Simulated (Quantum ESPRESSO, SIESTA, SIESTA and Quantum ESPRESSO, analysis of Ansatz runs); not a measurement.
**Levels of V_Si in SiC (F-43m), rung by rung (SIESTA and Quantum ESPRESSO)**

We place the charge-transition levels of V_Si in SiC (F-43m) with atom-centred orbitals, then repeat the energies at other levels of method to see what holds. Model: a cell of 54 host atoms with 1 Si taken out.

Method: SIESTA numerical-orbital DFT, PBEsol, DZP basis, PseudoDojo 0.4.1 potentials converted to PSML; charged supercells in a uniform background, point-charge correction with alignment at far sites, in SIESTA and Quantum ESPRESSO.

## 1. The starting structure

The cell holds 53 atoms: 26 Si and 27 C. Its edges and angles: a = 9.283 Å, b = 9.283 Å, c = 9.283 Å, α = 60.0°, β = 60.0°, γ = 60.0°. It derives from SiC (space group F-43m). Nearest the centre at fractional (0.333, 0.667, 0.667): C35 at 1.89 Å, C18 at 1.89 Å, C30 at 1.89 Å, C34 at 1.89 Å, Si25 at 3.09 Å, Si13 at 3.09 Å, Si21 at 3.09 Å, Si50 at 3.09 Å.

Coordinates:

```
CELL_PARAMETERS angstrom
0.00000 6.56441 6.56441
6.56441 0.00000 6.56441
6.56441 6.56441 0.00000
ATOMIC_POSITIONS crystal
Si 0.00000 0.00000 0.00000
C 0.08333 0.08333 0.08333
Si 0.00000 0.00000 0.33333
C 0.08333 0.08333 0.41667
Si 0.00000 0.00000 0.66667
C 0.08333 0.08333 0.75000
Si 0.00000 0.33333 0.00000
C 0.08333 0.41667 0.08333
Si 0.00000 0.33333 0.33333
C 0.08333 0.41667 0.41667
Si 0.00000 0.33333 0.66667
C 0.08333 0.41667 0.75000
Si 0.00000 0.66667 0.00000
C 0.08333 0.75000 0.08333
Si 0.00000 0.66667 0.33333
C 0.08333 0.75000 0.41667
Si 0.00000 0.66667 0.66667
C 0.08333 0.75000 0.75000
Si 0.33333 0.00000 0.00000
C 0.41667 0.08333 0.08333
Si 0.33333 0.00000 0.33333
C 0.41667 0.08333 0.41667
Si 0.33333 0.00000 0.66667
C 0.41667 0.08333 0.75000
Si 0.33333 0.33333 0.00000
C 0.41667 0.41667 0.08333
Si 0.33333 0.33333 0.33333
C 0.41667 0.41667 0.41667
Si 0.33333 0.33333 0.66667
C 0.41667 0.41667 0.75000
Si 0.33333 0.66667 0.00000
C 0.41667 0.75000 0.08333
Si 0.33333 0.66667 0.33333
C 0.41667 0.75000 0.41667
C 0.41667 0.75000 0.75000
Si 0.66667 0.00000 0.00000
C 0.75000 0.08333 0.08333
Si 0.66667 0.00000 0.33333
C 0.75000 0.08333 0.41667
Si 0.66667 0.00000 0.66667
C 0.75000 0.08333 0.75000
Si 0.66667 0.33333 0.00000
C 0.75000 0.41667 0.08333
Si 0.66667 0.33333 0.33333
C 0.75000 0.41667 0.41667
Si 0.66667 0.33333 0.66667
C 0.75000 0.41667 0.75000
Si 0.66667 0.66667 0.00000
C 0.75000 0.75000 0.08333
Si 0.66667 0.66667 0.33333
C 0.75000 0.75000 0.41667
Si 0.66667 0.66667 0.66667
C 0.75000 0.75000 0.75000
```

The host's dielectric constants go in as inputs: 7.10 for the electrons alone, 10.43 with the ions, from a response run on this crystal (DFPT, PBEsol, Quantum ESPRESSO) at that run's own cell.

The cell's shortest repeat is 9.3 Å.

The primitive cell was relaxed at this level beforehand, to 20.95 Å³.

The defect-free supercell was relaxed beforehand, from displaced atoms: they ended at most 0.01 Å from the sites they started about, so the symmetric structure holds.

## 2. Band edges

Levels are counted from the valence top, which comes from the unit cell, dense mesh; the energy of the host comes from the defect-free supercell at the defects' own k-points, so that the host's part of the sampling error cancels.

The input, host.fdf:

```
SystemName                      SiC
SystemLabel                     host
NumberOfSpecies                 2
NumberOfAtoms                   2
%block ChemicalSpeciesLabel
  1   14 Si
  2    6 C
%endblock ChemicalSpeciesLabel
LatticeConstant                 1.0 Ang
%block LatticeVectors
     0.000001000     2.188136000     2.188136000
     2.188136000     0.000001000     2.188136000
     2.188136000     2.188136000     0.000001000
%endblock LatticeVectors
AtomicCoordinatesFormat         Fractional
%block AtomicCoordinatesAndAtomicSpecies
     0.000003199     0.000003199     0.000003199  1
     0.249996972     0.249996972     0.249996972  2
%endblock AtomicCoordinatesAndAtomicSpecies
%block kgrid.MonkhorstPack
   12   0   0  0.00
    0  12   0  0.00
    0   0  12  0.00
%endblock kgrid.MonkhorstPack
XC.Functional                   GGA
XC.Authors                      PBEsol
PAO.BasisSize                   DZP
PAO.EnergyShift                 0.005 Ry
Mesh.Cutoff                     300 Ry
OccupationFunction              FD
ElectronicTemperature           0.01 eV
MaxSCFIterations                150
SCF.MustConverge                true
SCF.Mixer.Method                Pulay
SCF.Mixer.Weight                0.2
SCF.Mixer.History               10
SCF.DM.Tolerance                1.0e-4
SCF.H.Tolerance                 1.0e-3 eV
WriteForces                     true
Charge.Mulliken                 end
```

Command:

```
> OMP_NUM_THREADS=1 siesta host.fdf > host.out
```

Output:

```text
Version         : 5.4.2

                           ***********************
                           *  WELCOME TO SIESTA  *
                           ***********************

[...]
reinit: Reading from file host.fdf

reinit: -----------------------------------------------------------------------
reinit: System Name: SiC
reinit: -----------------------------------------------------------------------
reinit: System Label: host
reinit: -----------------------------------------------------------------------

initatom: Reading input for the pseudopotentials and atomic orbitals ----------
Species number:   1 Atomic number:   14 Label: Si
Species number:   2 Atomic number:    6 Label: C

[... pseudopotential checks and orbital generation ...]

prinput: Basis input

PAO.BasisType split

%block ChemicalSpeciesLabel
    1   14 Si                      # Species index, atomic number, species label
    2    6 C                       # Species index, atomic number, species label
%endblock ChemicalSpeciesLabel

%block PAO.Basis                 # Define Basis set
# WARNING: This information might be incomplete!
[...]
(Free)E + p*V (eV/cell)     -278.7432
Target enthalpy (eV/cell)     -278.7457
[...]
siesta: Final energy (eV):
siesta:  Band Struct. =    -101.151306
siesta:       Kinetic =     156.951378
siesta:       Hartree =      31.268314
siesta:         Exch. =     -90.540145
siesta:         Corr. =     -11.300426
siesta:   Exch.-corr. =    -101.840571
siesta:  Ion-electron =    -210.155603
siesta:       Ion-ion =    -154.969201
siesta:         Total =    -278.745682
siesta:         Fermi =      -6.333765
[...]
siesta: Stress tensor (static) (eV/Ang**3):
siesta:    -0.000116   -0.000014   -0.000014
siesta:    -0.000014   -0.000116   -0.000014
siesta:    -0.000014   -0.000014   -0.000116
[...]
siesta: Cell volume =         20.953310 Ang**3
[...]
siesta: Pressure (static):
siesta:                Solid            Molecule  Units
siesta:           0.00000127          0.00000094  Ry/Bohr**3
siesta:           0.00011615          0.00008588  eV/Ang**3
siesta:           0.18609308          0.13758814  kBar
[...]
mulliken: Qtot =        8.000

Mulliken Atomic Populations:
Atom #   charge [q] valence [e]  Species
     1    -0.114310    4.114310  Si
     2     0.114310    3.885690  C
 Total     0.000000

Job completed
```

Elapsed: 22 s, on 1 MPI rank of Arm Neoverse V2, shared host; peak memory 0.2 GiB.

The gap at this level is 1.23 eV.

Test of the sampling: at one point at (¼, ¼, ¼) the host's energy lies 128 meV an atom above its value on the primitive cell's dense mesh, too far, so all defect runs take a 2×2×2 mesh.

(Part 1 of 4 ends here.)

[Logs are printed without paths, hosts, clocks, repeated set-up lines and the standing remarks that a program may print on its own settings, such as how far it seeks lower states.]

[Hosts, paths, dates, database ids (printed as entryN), source tags and the programs' standing remarks are cut or masked in the printed files.]

[For some hosts the program warned that the k-mesh of the response run may be too coarse for force constants and the static dielectric constant; such warnings are not shown here.]

[Charge tables in the logs are Mulliken or Hirshfeld populations, whose sizes and signs can differ; where basis functions stand at a vacancy, SIESTA counts their charge against the missing atom's valence.]

[In relaxation paths of CP2K, step 0 can be the structure after the first move, since the trajectory file begins there, and the last row can be the final structure solved once more.]
